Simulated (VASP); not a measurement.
VASP ran on this input.

**KPOINTS**
```
Automatic mesh
0
gamma
  6 6 6
0 0 0
```

**INCAR**
```
! general
SYSTEM   =  SrF2
PREC     =  Accurate
ENCUT    =  600   ! plane-wave cut-off (eV)
LREAL    =  .FALSE.   ! projection in real space or not
LASPH    =  .TRUE.

! electronic loop
EDIFF    =  1E-7
NELM     =  100
ALGO     =  Normal   ! blocked Davidson
LMAXMIX  =  4

! smearing
ISMEAR   =  0   ! Gaussian
SIGMA    =  0.05   ! width (eV)

! functional
GGA      =  PE   ! PBE

! ions
IBRION   =  2
NSW      =  30
ISIF     =  2   ! forces and stress, cell fixed
EDIFFG   =  -0.01   ! ionic stop

! output
LWAVE    =  .FALSE.
LCHARG   =  .FALSE.
```

File POSCAR:
```
SrF2
1
    0.0000000000     2.9333246790     2.9333246790
    2.9039914322     0.0000000000     2.9333246790
    2.9039914322     2.9333246790     0.0000000000
Sr F
1 2
Direct
  0.0000000000   0.0000000000   0.0000000000
  0.2500000000   0.2500000000   0.2500000000
  0.7500000000   0.7500000000   0.7500000000
```

POTCAR, in this order: Sr_sv F (PBE.64 set). Program: vasp_std.

Q: Translate this PBE calculation to Ansatz.

A: One equivalent input (not run):
Ansatz 0.2 input:
```yaml
crystal:
  lattice:
    - [0.0000000, 2.9333247, 2.9333247]
    - [2.9039914, 0.0000000, 2.9333247]
    - [2.9039914, 2.9333247, 0.0000000]
  atoms:
    - { symbol: Sr, position: [0.0000000, 0.0000000, 0.0000000] }
    - { symbol: F, position: [0.2500000, 0.2500000, 0.2500000] }
    - { symbol: F, position: [0.7500000, 0.7500000, 0.7500000] }
kpoints:
  mp_grid: { grid: [6, 6, 6] }
hamiltonian:
  xc: pbe
  pseudopotentials: { kind: paw }
scf:
  occupations: { method: gaussian, width: 0.05 }
  max_iter: 100
relax:
  max_steps: 30
  f_tol: 0.01
output: { forces: true, stress: true, eigenvalues: true }
```
Limits of the translation: each code has its own PAW files, so the cut-off isn't converted (ENCUT is set for VASP's; basis.ecutwfc is left out, and Ansatz then takes the one that its files recommend); Ansatz stops its SCF on the density residual and VASP on the energy change (EDIFF).

The compound is SrF2 in the fluorite structure. This cell was strained or had an atom moved on purpose.
